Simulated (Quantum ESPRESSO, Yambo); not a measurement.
# A GW chain in Yambo: InP (F-43m), part 2 of 2

Wanted: ground state, empty states, screening and self-energy for InP (F-43m).

Quantum ESPRESSO 7.5 and Yambo 5.3.0; PBE and many-body steps on it, plane waves. Known limits of the many-body steps: not at the basis limit; no spin-orbit coupling; coarse k mesh.

So far. Step 2 (Ground state): The gap is direct, at Γ. Step 3 (Bands along the symmetry lines): The gap is 0.686 eV, as in the run before at this level.

## 4. Empty states on the mesh, 4×4×4 mesh, 127 bands

Level of this step: DFT, PBE, plane waves, norm-conserving pseudopotentials (Quantum ESPRESSO).

The sums over transitions need many empty states on a uniform mesh; this step solves for them.

File pw.in:

```
&control
  calculation = 'nscf'
  prefix = 'x'
  outdir = 'o'
  pseudo_dir = 'pseudo'
/
&system
  ibrav = 0
  nat = 2
  ntyp = 2
  ecutwfc = 80.0
  nbnd = 127
  force_symmorphic = .true.
/
&electrons
  conv_thr = 1e-9
  electron_maxstep = 80
  diago_full_acc = .true.
  diago_thr_init = 5e-6
/
ATOMIC_SPECIES
  In 114.82 In.upf
  P 30.974 P.upf
CELL_PARAMETERS angstrom
  -0.0000000000 2.9343500000 2.9343500000
  2.9343500000 -0.0000000000 2.9343500000
  2.9343500000 2.9343500000 -0.0000000000
ATOMIC_POSITIONS crystal
  In 0.0000000000 0.0000000000 0.0000000000
  P 0.2500000000 0.2500000000 0.2500000000
K_POINTS automatic
  4 4 4 0 0 0
```

Run with:

```sh
$ OMP_NUM_THREADS=1 mpirun -n 8 pw.x -nk 4 -in pw.in > pw.out
```

Output:

```text
[banner, memory and clock lines left out]
Program PWSCF v.7.5 starts

     Atomic positions and unit cell read from directory:
     o/x.save/

     Message from routine setup:
     using ibrav=0 with symmetry is DISCOURAGED, use correct ibrav instead

     bravais-lattice index     =            0
     lattice parameter (alat)  =       7.8420  a.u.
     unit-cell volume          =     341.0062 (a.u.)^3
     number of atoms/cell      =            2
     number of atomic types    =            2
     number of electrons       =        26.00
     number of Kohn-Sham states=          127
     kinetic-energy cutoff     =      80.0000  Ry
     charge density cutoff     =     320.0000  Ry
     Exchange-correlation= PBE
                           (   1   4   3   4   0   0   0)

     celldm(1)=   7.841981  celldm(2)=   0.000000  celldm(3)=   0.000000
     celldm(4)=   0.000000  celldm(5)=   0.000000  celldm(6)=   0.000000

     crystal axes: (cart. coord. in units of alat)
               a(1) = (  -0.000000   0.707107   0.707107 )
               a(2) = (   0.707107  -0.000000   0.707107 )
               a(3) = (   0.707107   0.707107  -0.000000 )

     reciprocal axes: (cart. coord. in units 2 pi/alat)
               b(1) = ( -0.707107  0.707107  0.707107 )
               b(2) = (  0.707107 -0.707107  0.707107 )
               b(3) = (  0.707107  0.707107 -0.707107 )
     Pseudo is Norm-conserving + core correction, Zval = 21.0
     Generated using ONCVPSP code by D. R. Hamann
     Using radial grid of 1964 points,  6 beta functions with:
     Pseudo is Norm-conserving + core correction, Zval =  5.0
     Generated using ONCVPSP code by D. R. Hamann
     Using radial grid of 1298 points,  6 beta functions with:
     In               21.00   114.82000     In( 1.00)
     P                 5.00    30.97400     P ( 1.00)

     24 Sym. Ops. (no inversion) found

   Cartesian axes

     site n.     atom                  positions (alat units)
         1        In     tau(   1) = (   0.0000000   0.0000000   0.0000000  )
         2        P      tau(   2) = (   0.3535534   0.3535534   0.3535534  )

     number of k points=     8
                       cart. coord. in units 2pi/alat
        k(    1) = (   0.0000000   0.0000000   0.0000000), wk =   0.0312500
        k(    2) = (   0.1767767   0.1767767  -0.1767767), wk =   0.2500000
        k(    3) = (  -0.3535534  -0.3535534   0.3535534), wk =   0.1250000
[...]
k(    7) = (  -0.7071068   0.0000000   0.0000000), wk =   0.0937500
        k(    8) = (  -0.7071068   0.3535534   0.0000000), wk =   0.1875000

     Dense  grid:    33079 G-vectors     FFT dimensions: (  45,  45,  45)

     The potential is recalculated from file :
     o/x.save/charge-density

     Starting wfcs are   17 randomized atomic wfcs +  110 random wfcs

     Band Structure Calculation

     End of band structure calculation

          k = 0.0000 0.0000 0.0000 (  4111 PWs)   bands (ev):

  -106.7657 -65.2427 -65.2427 -65.2427  -5.9358  -5.9358  -5.9358  -5.7871
    -5.7871  -3.2311   8.2604   8.2604   8.2604   8.9469  12.3492  12.3492
    12.3492  16.8336  17.6674  17.6674  19.4792  19.4792  19.4792  22.1665
[...]
[... 4 further rows ...]
[...]
91.3125  94.2778  96.3383  96.3383  96.3383  99.6882  99.6882

          k = 0.1768 0.1768-0.1768 (  4122 PWs)   bands (ev):

[...]
[... 4 further rows ...]
[...]
95.7850  95.9510  96.2794  96.2794  97.2658  97.2658  97.2916

          k =-0.3536-0.3536 0.3536 (  4140 PWs)   bands (ev):

[...]
64.4159  66.7542  66.7542  66.8024  67.0517  67.0517  68.1622  68.8442
     [... 4 further rows ...]
    91.8718  91.8718  92.4602  92.4602  94.3707  94.5737  94.5737  94.8385
    95.3697  95.3697  96.8620  96.8620  97.7591  98.2623  98.9412

          k = 0.3536 0.0000 0.0000 (  4088 PWs)   bands (ev):

     [... further k-points ...]

     highest occupied, lowest unoccupied level (ev):     8.2604    8.9469

     XML data file, pseudopotentials, collected wavefunctions
```

Elapsed: 5.1 s, on 8 MPI ranks of Arm Neoverse V2, shared host; peak memory 0.54 GiB; 40 s of CPU time.

Numbers from this step:

| Item | Value |
| --- | --- |
| gap | 0.6864 eV |
| k of the valence top | 0, 0, 0 |
| k of the conduction bottom | 0, 0, 0 |
| least direct gap | 0.6864 eV |
| k points computed | 8 |
| lowest point of the top converged band, above the valence top | 89.0312 eV |

On this mesh the gap is 0.686 eV.

## 5. Conversion and set-up

This step: Yambo 5.3.0; conversion and set-up on PBE, plane waves, norm-conserving pseudopotentials.

The states are converted to the many-body program's format and the q mesh is built.

Run with:

```sh
$ (cd o/x.save; p2y > p2y.log; mv SAVE ../..); yambo > setup.log
```

Output:

```text
 Yambo, version 5.3.0

 [02] CORE Variables Setup
 =========================

  [02.01] Unit cells
  ==================

  Cell kind             :  FCC
  Atoms in the cell     :  In  P
  number of In atoms    :  1
  number of P  atoms    :  1

  List of atomic masses
  Mass of In    :  114.8200
  Mass of P     :  30.97400

  List of atomic coordinates    : [cc]
  In1       :  0.000000  0.000000  0.000000  order 1
  P1       :  2.772559  2.772559  2.772559  order 2

  Alat factors          :  5.545118  5.545118  5.545118 [a.u.]
  Direct lattice volume :  341.0062 [a.u.]
  Direct lattice vectors:  A[ 1 ]  A[ 2 ]  A[ 3 ]
   A[ 1 ]: -0.000000  1.000000  1.000000  [iru]
  -0.000000  5.545118  5.545118  [cc]
   A[ 2 ]:  1.000000 -0.000000  1.000000  [iru]
   5.545118 -0.000000  5.545118  [cc]
   A[ 3 ]:  1.000000  1.000000 -0.000000  [iru]
   5.545118  5.545118 -0.000000  [cc]

  Recip. lattice volume :  0.727407 [a.u.]
  Recip. lattice vectors:  B[ 1 ]  B[ 2 ]  B[ 3 ]
   B[ 1 ]: -0.500000  0.500000  0.500000  [iku]
  -0.566551  0.566551  0.566551  [cc]
   B[ 2 ]:  0.500000 -0.500000  0.500000  [iku]
   0.566551 -0.566551  0.566551  [cc]
   B[ 3 ]:  0.500000  0.500000 -0.500000  [iku]
   0.566551  0.566551 -0.566551  [cc]

  [02.02] Symmetries
  ==================

  Inversion symmetry    : yes
  Spatial inversion     : no
  Inversion index       :  25
  K-space Time-reversal : yes
  Magnetic symmetries   : no
  Time-reversal derived K-space symmetries:   25   48
  Group table correct   : yes
  Symmetries units      :  [cc]

   [S  1]:   1.0000     -0.16705E-16 -0.16705E-16 -0.16705E-16   1.0000      0.16705E-16  0.16705E-16  0.16705E-16   1.0000
   [S  2]:  -1.0000      0.16705E-16 -0.16705E-16  0.16705E-16  -1.0000      0.16705E-16 -0.16705E-16 -0.16705E-16   1.0000
   [S  3]:  -1.0000     -0.16705E-16  0.16705E-16  0.16705E-16   1.0000     -0.16705E-16 -0.16705E-16  0.16705E-16  -1.0000
[...]
[S  9]: -0.16705E-16   1.0000     -0.16705E-16  0.16705E-16 -0.16705E-16   1.0000       1.0000      0.16705E-16  0.16705E-16
   [S 10]: -0.16705E-16  -1.0000      0.16705E-16  0.16705E-16  0.16705E-16  -1.0000       1.0000     -0.16705E-16 -0.16705E-16
     [... 36 further rows ...]
   [S*47]:   1.0000     -0.16705E-16  0.16705E-16 -0.16705E-16  0.16705E-16  -1.0000      0.16705E-16   1.0000     -0.16705E-16
   [S*48]:   1.0000      0.16705E-16 -0.16705E-16 -0.16705E-16 -0.16705E-16   1.0000      0.16705E-16  -1.0000      0.16705E-16

  [02.03] Reciprocal space
  ========================

  nG shells         :   335
  nG charge         :   33079
  nG WFs            :   4987
  nC WFs            :   4140
  G-vecs. in first 33 shells:  [ Number ]
     1    9   15   27   51   59   65   89  113
    137   169   181   229   259   283   307   331   339
    387   411   459   531   537   561   609   645   701
    725   749   821   869   893   941
  ...
[...]
K/Q-points units:
  rlu = crystal or reduced units; cc = cartesian coordinates; iku = interal k-units

  K [1]          [rlu]:  0.000000  0.000000  0.000000
         WF components:   4111
  K [2]          [rlu]: -0.79125E-17  0.59653E-17  0.25000
         WF components:   4122
  K [3]          [rlu]:  0.15825E-16 -0.11931E-16 -0.50000
         WF components:   4140
  K [4]          [rlu]: -0.20327E-17  0.25000      0.25000
         WF components:   4088
  K [5]          [rlu]: -0.17896E-16  0.25000     -0.50000
         WF components:   4121
  [... 2 further k-points ...]
  K [8]          [rlu]:  0.250000 -0.500000 -0.250000
         WF components:   4128

  [02.05] Energies & Occupations
  ==============================

  [X] === General ===
  [X] Electronic Temperature                        :  0.000000  0.000000 [eV K]
  [X] Bosonic    Temperature                        :  0.000000  0.000000 [eV K]
  [X] Finite Temperature mode                       : no
  [X] El. density                                   :  0.51453E+24 [cm-3]
  [X] Fermi Level                                   :  8.260446 [eV]

  [X] === Gaps and Widths ===
  [X] Conduction Band Min                           :  0.686429 [eV]
  [X] Valence Band Max                              :  0.000000 [eV]
  [X] Filled Bands                                  :  13
  [X] Empty Bands                                   :   14  127
  [X] Direct Gap                                    :  0.686429 [eV]
  [X] Direct Gap localized at k                     :  1
  [X] Indirect Gap                                  :  0.686429 [eV]
  [X] Indirect Gap between kpts                     :  1  1
  [X] Last valence band width                       :  2.892736 [eV]
  [X] 1st conduction band width                     :  3.606219 [eV]

  E @ K [1]:  [eV]
  -115.0261  -73.5032  -73.5032  -73.5032  -14.1962  -14.1962  -14.1962  -14.0476
   -14.048      -11.492     -0.38265E-09 -0.28381E-09   0.0000      0.68643       4.0887       4.0887
    4.08873   8.57316   9.40696   9.40696  11.21876  11.21876  11.21876  13.90602
[...]
occ @ K [1]
[...]
E @ K [2]:  [eV]
[...]
occ @ K [2]
[...]
E @ K [3]:  [eV]
[...]
occ @ K [3]
[...]
E @ K [4]:  [eV]
[...]
occ @ K [4]
[...]
E @ K [5]:  [eV]
[...]
occ @ K [5]
[...]
[... 2 further k-points ...]
  E @ K [8]:  [eV]
[...]
occ @ K [8]
[...]
0.000000  0.000000  0.000000  0.000000  0.000000  0.000000  0.000000  0.000000
   0.000000  0.000000  0.000000  0.000000  0.000000  0.000000  0.000000  0.000000

 [03] Transferred momenta grid and indexing
 ==========================================

 IBZ Q-points                                      :   8
 BZ  Q-points                                      :   64

 K/Q-points units:
 rlu = crystal or reduced units; cc = cartesian coordinates; iku = interal k-units

 Q [1]          [rlu]:  0.000000  0.000000  0.000000
 Q [2]          [rlu]:  0.92257E-17  0.92257E-17  0.25000
 Q [3]          [rlu]: -0.18451E-16 -0.18451E-16 -0.50000
[...]
Q [7]          [rlu]:  0.40653E-17 -0.50000     -0.50000
 Q [8]          [rlu]:  0.250000 -0.500000 -0.250000

  [03.01] X indexes
  =================

   [03.01.01] Sigma indexes
   ========================

 [06] Game Over & Game summary
```

Elapsed: 2.4 s, on 1 MPI rank; peak memory 0.25 GiB.

## 6. Screening and self-energy, 4×4×4 mesh, 127 bands, screening to 163.3 eV

Now the one-shot GW correction: screening in the RPA, then the self-energy of the levels asked for.

This step: G0W0 on PBE, plane waves, norm-conserving pseudopotentials.

File gw1.in:

```
HF_and_locXC
gw0
dyson
ppa
em1d
rim_cut
RandQpts= 1000000
RandGvec= 1 RL
EXXRLvcs= 80 Ry
VXCRLvcs= 320 Ry
Chimod= "HARTREE"
% BndsRnXp
 1 | 127 |
%
NGsBlkXp= 12 Ry
% LongDrXp
 1 | 1 | 1 |
%
% GbndRnge
 1 | 127 |
%
DysSolver= "n"
ExtendOut
PPAPntXp= 27.21138 eV
% QPkrange
 1 | 1 | 12 | 15 |
%
```

Run with:

```sh
$ OMP_NUM_THREADS=1 mpirun -n 8 yambo -F gw1.in -J gw1 -C gw1 > gw1.log
```

Output:

```text
 Yambo, version 5.3.0

 [02] CORE Variables Setup
 =========================

  [... cell, symmetries and grids as in the set-up ...]

  [02.05] Energies & Occupations
  ==============================

  [X] === General ===
  [X] Electronic Temperature                        :  0.000000  0.000000 [eV K]
  [X] Bosonic    Temperature                        :  0.000000  0.000000 [eV K]
  [X] Finite Temperature mode                       : no
  [X] El. density                                   :  0.51453E+24 [cm-3]
  [X] Fermi Level                                   :  8.260446 [eV]

  [X] === Gaps and Widths ===
  [X] Conduction Band Min                           :  0.686429 [eV]
  [X] Valence Band Max                              :  0.000000 [eV]
  [X] Filled Bands                                  :  13
  [X] Empty Bands                                   :   14  127
  [X] Direct Gap                                    :  0.686429 [eV]
  [X] Direct Gap localized at k                     :  1
  [X] Indirect Gap                                  :  0.686429 [eV]
  [X] Indirect Gap between kpts                     :  1  1
  [X] Last valence band width                       :  2.892736 [eV]
  [X] 1st conduction band width                     :  3.606219 [eV]

 [03] Transferred momenta grid and indexing
 ==========================================

 IBZ Q-points                                      :   8
 BZ  Q-points                                      :   64

 K/Q-points units:
 rlu = crystal or reduced units; cc = cartesian coordinates; iku = interal k-units

 Q [1]          [rlu]:  0.000000  0.000000  0.000000
 Q [2]          [rlu]:  0.92257E-17  0.92257E-17  0.25000
 Q [3]          [rlu]: -0.18451E-16 -0.18451E-16 -0.50000
 Q [4]          [rlu]: -0.20327E-17  0.25000      0.25000
 Q [5]          [rlu]: -0.25051E-16  0.25000      0.50000
 Q [6]          [rlu]: -0.73963E-16  0.25000     -0.25000
 Q [7]          [rlu]:  0.40653E-17 -0.50000     -0.50000
 Q [8]          [rlu]:  0.250000 -0.500000 -0.250000

 [04] Coloumb potential Random Integration (RIM)
 ===============================================

  [04.01] RIM initialization
  ==========================

  * Diagonal components only detected *

  8 x (sBL volume)        :  0.090926 [a.u.]
  sBZ random points       :  1000000
  Points outside the sBZ  :   7996195
  RL volume               :  0.727407 [a.u.]
  Integrated volume       :  0.727753 [a.u.]

  [04.02] RIM integrals
  =====================

  Gamma point sphere radius             :  0.081567 [a.u.]
  Points outside the sphere             :   799659
  [Int_sBZ(q=0) 1/q^2]*(Vol_sBZ)^(-1/3) =:  7.764404
                                 should be <:  7.795600

  Summary of Coulomb integrals for non-metallic bands |Q|[au] RIM/Bare

  Q [1] 0.100000E-4 0.995998 * Q [2] 0.245324 1.064860
  Q [4] 0.283276 1.063169 * Q [6] 0.400612 1.026099
  Q [5] 0.469759 1.019144 * Q [3] 0.490648 1.017217
  Q [7] 0.566551 1.014132 * Q [8] 0.633423 1.011005

 [05] Dipoles
 ============

  [05.01] Setup: observables and procedures
  =========================================

 [06] Dynamic Dielectric Matrix (PPA)
 ====================================

 [SLK-Inversion]  Pools        :  2
 [SLK-Inversion]  BLACS grid   :  2  2

 [WR./gw1//ndb.pp]---------------------------------------------------------------
  Brillouin Zone Q/K grids (IBZ/BZ)                :    8   64    8   64
  RL vectors                                       :   5029 [WF]
  Coulomb cutoff potential                         : none
  Electronic Temperature                           :  0.000000 [K]
  Bosonic    Temperature                           :  0.000000 [K]
  PPA    diel. fun.  energies                      : Perdew, Burke & Ernzerhof(X)+Perdew, Burke & Ernzerhof(C)
  wavefunctions                                    : Perdew, Burke & Ernzerhof(X)+Perdew, Burke & Ernzerhof(C)
  Global Gauge                                     : length
  X matrix size                                    :  283
  X band range                                     :    1  127
  X e/h energy range                               : -1.000000 -1.000000 [eV]
  X Time ordering                                  : R
  X Hxc Kernel                                     : HARTREE
  X Drude frequency                                :  0.000000  0.000000
  X poles                                          :  100.0000 [o/o]
  RL vectors in the sum                            :   5029
  [r,Vnl] included                                 : yes
  Field direction                                  :  0.577350E-5  0.577350E-5  0.577350E-5
  BZ energy Double Grid                            : no
  BZ energy DbGd points                            : 0
  BZ Q point size factor                           : -1.000000
  X Optical Averaged directions                    : none

 [07] Local Exchange-Correlation + Non-Local Fock
 ================================================

 [VXC] Plane waves :   33079
 [EXS] Plane waves :   4279

 QP @ state[ 1 ] K range:  1  1
 QP @ state[ 1 ] b range:  12  15

 [xc] Functional : Perdew, Burke & Ernzerhof(X)+Perdew, Burke & Ernzerhof(C)
 [xc] LIBXC used to calculate xc functional
  PP Number of Atomic Species                      :  2
  NLCC RL compoments                               :   33079
  PP Number of Atomic Species                      :  2
  NLCC RL compoments                               :   33079

 [xc] E_xc :  -18.18593 [Ha]
      E_xc :  -36.37186 [Ry]

  Local XC kind (lXC) : Perdew, Burke & Ernzerhof(X)+Perdew, Burke & Ernzerhof(C)
  Non-Local XC kind (nlXC) : Hartree-Fock

  Corrections @ K [1] :  [eV]
 <12|nlXC|12> = -14.69989  0.67349E-17 <12|lXC|12> = -12.90482  0.32619E-21
 <13|nlXC|13> = -14.69987 -0.15668E-16 <13|lXC|13> = -12.90482  0.87799E-21
 <14|nlXC|14> = -7.810339 -0.44156E-18 <14|lXC|14> = -11.73024  0.11800E-16
 <15|nlXC|15> = -6.356638 -0.55635E-18 <15|lXC|15> = -10.77631 -0.18141E-19

 [08] Dyson equation: Newton solver
 ==================================

  [08.01] G0W0 (W PPA)
  ====================

  [  GW  ] Bands range     :    1  127
  [GW/PPA] G damping       :  0.100000 [eV]

  QP @ state[ 1 ] K range:  1  1
  QP @ state[ 1 ] b range:  12  15

   Sc/G bands                                       :    1  127
   Sc/G damping                                     :  0.100000 ev
   Sc bands terminator                              : no
   Sx RL components                                 :   4279

   QP @ state[ 1 ] K range                          :  1  1
   QP @ state[ 1 ] b range                          :  12  15
   GF energies kind                                 : Perdew, Burke & Ernzerhof(X)+Perdew, Burke & Ernzerhof(C)
   GF WF`s kind                                     : Perdew, Burke & Ernzerhof(X)+Perdew, Burke & Ernzerhof(C)
   Xs energies kind                                 : Perdew, Burke & Ernzerhof(X)+Perdew, Burke & Ernzerhof(C)
   Xs WF`s kind                                     : Perdew, Burke & Ernzerhof(X)+Perdew, Burke & Ernzerhof(C)

 [11] Game Over & Game summary
```

Wall time 43 s (8 MPI ranks); peak memory 3.1 GiB.

This step gave:

- G0W0 gap on the points computed: 1.374 eV
- starting gap on the mesh: 0.6864 eV
- k of the valence top: 0, 0, 0
- k of the conduction bottom: 0, 0, 0
- least direct G0W0 gap on the computed points: 1.374 eV
- Z at the valence top: 0.7805
- Z at the conduction bottom: 0.7941

The gap on the mesh goes from 0.69 eV to 1.37 eV, a correction of +0.69 eV.

Limits: finite bands, cutoff and mesh; no spin-orbit coupling; coarse k mesh. v1 is the top filled band, c1 the lowest empty one. The levels before and after the correction (eV, zero at the valence-band top of each column):

|  | conduction bottom | valence top |
| --- | --- | --- |
| Kohn-Sham | 0.69 | 0.00 |
| G0W0 | 1.37 | 0.00 |

|  | level | energy (eV) |
| --- | --- | --- |
| Kohn-Sham | Γ v2-v1 | 0.000 |
| Kohn-Sham | Γ c1 | 0.686 |
| Kohn-Sham | Γ c2 | 4.089 |
| G0W0 | Γ v2-v1 | 0.000 |
| G0W0 | Γ c1 | 1.374 |
| G0W0 | Γ c2 | 4.869 |

## 7. Where the time went

Times are wall times on the hardware named with each run, good to a factor of about two.

```
                          step   time  share  memory (GiB)
                  ground state  3.3 s    6 %           0.5
bands along the symmetry lines    3 s    5 %          0.46
      empty states on the mesh  5.1 s    9 %          0.54
         conversion and set-up  2.4 s    4 %          0.25
     screening and self-energy   43 s   76 %           3.1
```

## 8. Summary of results

| Property | Result |
| --- | --- |
| PBE gap | 0.69 eV, direct |
| G0W0 gap on the mesh | 1.37 eV |
| GW settings | 4×4×4 mesh, 127 bands, screening to 163.3 eV, Godby-Needs plasmon pole |
| known limits | not at the basis limit; no spin-orbit coupling; coarse k mesh |

In words: G0W0 moves the gap on the mesh from 0.69 eV to 1.37 eV (+0.69 eV), with Z of 0.78 and 0.79 at the edges. Only 1 of the mesh's irreducible points was corrected, so a valley elsewhere could overtake. The dearest step here is «screening and self-energy». Bands and cutoff are finite, so the gap is not at the basis limit. The miss can reach some tenths of an eV and take either sign; the mesh is an error of its own. In the G0W0 run levels were corrected at 1 k point alone, so a gap called «on the mesh» is the least over those, and an edge elsewhere would be missed. The 4×4×4 mesh is coarse for this cell, which bears on the long-range parts of exchange and screening. The many-body steps are scalar-relativistic: spin-orbit coupling is not in them.

[Paths, hosts, dates, memory and timing lines, banners, echoed tables and standing remarks are left out of the program output.]

[Logs are printed without paths, hosts, clocks, repeated set-up lines and the standing remarks that a program may print on its own settings, such as how far it seeks lower states.]

[Runs of the session that timed out or met a known fault of the program may be left out.]

[Hosts, paths, dates, database ids (printed as entryN), source tags and the programs' standing remarks are cut or masked in the printed files.]
